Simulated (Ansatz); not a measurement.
This script makes an equation of state with a fit of BN, space group P1 with the Python package of Ansatz (0.2.0).

`eos.py`
```python
import warnings

import ansatz as az
import numpy as np
from pymatgen.analysis.eos import EOS

config = {
    "filling": "Fixed",
    "ecut": 600,
    "scf_tol": 1e-10,
    "xc": "r2SCAN",
    "mesh": (10, 10, 6),
}

VECTORS = np.array([
    [2.50804092, 0.0, 0.0],
    [-1.24671076, 2.17623104, 0.0],
    [-0.63066508, -1.08811552, 3.02254],
])
SITES = [
    ("B", [0.979643, 0.983499, 0.001806]),
    ("N", [0.668506, 0.332385, 0.984999]),
]


def build(cell):
    crystal = az.Crystal(lattice=az.Lattice.of(cell))
    for symbol, position in SITES:
        crystal = crystal.atom(symbol, position)
    return crystal


def main() -> None:
    warnings.simplefilter("ignore", az.DeckWarning)

    volumes, energies, pressures = [], [], []
    for scale in np.linspace(0.95, 1.07, 5):
        cell = VECTORS * scale ** (1 / 3)
        model = (
            build(cell).calculation()
            .occupations(config["filling"])
            .basis(config["ecut"])
            .scf(tolerance=config["scf_tol"])
            .functional(config["xc"])
            .kpoints(*config["mesh"])
            .stress()
        )
        summary = model.run().report
        volumes.append(abs(np.linalg.det(cell)) / len(SITES))
        energies.append(summary["free_energy_ev"] / len(SITES))
        pressures.append(np.trace(summary["stress_gpa"]) / 3)
        print(f"V = {volumes[-1]:8.4f} A^3/atom  F = {energies[-1]:.5f} eV/atom  P = {pressures[-1]:8.3f} GPa")

    for form in ["pourier_tarantola"]:
        fit = EOS(eos_name=form).fit(volumes, energies)
        print(f"{form:18s} V0 {fit.v0:8.4f} A^3/atom  B0 {fit.b0_GPa:7.1f} GPa  B1 {fit.b1:5.2f}")


if __name__ == "__main__":
    main()
```

From its runs, with one value withheld:

| V (Å³/atom) | F less the lowest row shown (meV/atom) |
| --- | --- |
| 7.836 | 20.64 |
| 8.084 | ? |
| 8.331 | 0.00 |
| 8.579 | 8.83 |
| 8.826 | 28.27 |

What is the missing energy at 8.084 Å³ an atom?

A third-order Birch-Murnaghan fit, E = E0 + (9 V0 B0 / 16) [(t - 1)³ B' + (t - 1)² (6 - 4t)] with t = (V0/V)^(2/3), through the 4 rows shown gives V0 = 8.271 Å³, B0 = 271.8 GPa, B' = 3.57 and E0 = -0.37 meV. At V = 8.084 Å³, t = 1.01536, and the fit interpolates to 3.34 meV. The run gave 3.35 meV, a miss of 0.01 meV.

Shape and fractional positions are held along the curve, so the bulk modulus is an upper value where they are free to relax, by a factor of two or more in layered or hydrogen-bonded cells. Pressure is positive in compression. This cell is a computed structure, which may not be the phase found in nature. Wall time of the script: 40 s on 1 thread of Intel(R) Xeon(R) Platinum 8488C (Sapphire Rapids), on a shared host, peak memory 0.62 GiB.
